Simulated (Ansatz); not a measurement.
Space group Pm-3m (No. 221). a = 4.666 Å, b = 4.666 Å, c = 4.666 Å, α = 90.00°, β = 90.00°, γ = 90.00°
```tsv
atom	site	symmetry	x	y	z
Cs	1a	m-3m	0.0000	0.0000	0.0000
I	1b	m-3m	0.5000	0.5000	0.5000
```

Equation of state of this CsI structure (not necessarily the ground state), with shape and atoms relaxed at each volume where symmetry leaves them free. Theory: Ansatz 0.2.0, DFT PBE, scalar-relativistic, plane waves, PAW.

Settings: cutoff 420 eV, Γ-centred mesh 6×6×6 on the computed 2-atom cell, Gaussian smearing of 0.02 eV; no spin polarisation.

| V (Å³/atom) | E − E(largest V) (meV/atom) | P (GPa) | gap on mesh (eV) |
| --- | --- | --- | --- |
| 44.698 | 16.46 | 1.75 | 4.09 |
| 46.222 | 2.58 | 1.19 | 3.99 |
| 47.746 | -6.40 | 0.72 | 3.88 |
| 49.270 | -11.32 | 0.33 | 3.78 |
| 50.794 | -12.84 | 0.00 | 3.69 |
| 52.317 | -11.54 | -0.27 | 3.60 |
| 53.841 | -7.88 | -0.49 | 3.53 |
| 55.873 | 0.00 | -0.74 | 3.43 |

Q: Fit a third-order Birch–Murnaghan equation to E(V).

A: V0 = 50.81 Å³/atom, B0 = 10 GPa, B0' = 5.1.

Spin-orbit coupling is left out, which matters for the bands of heavy elements.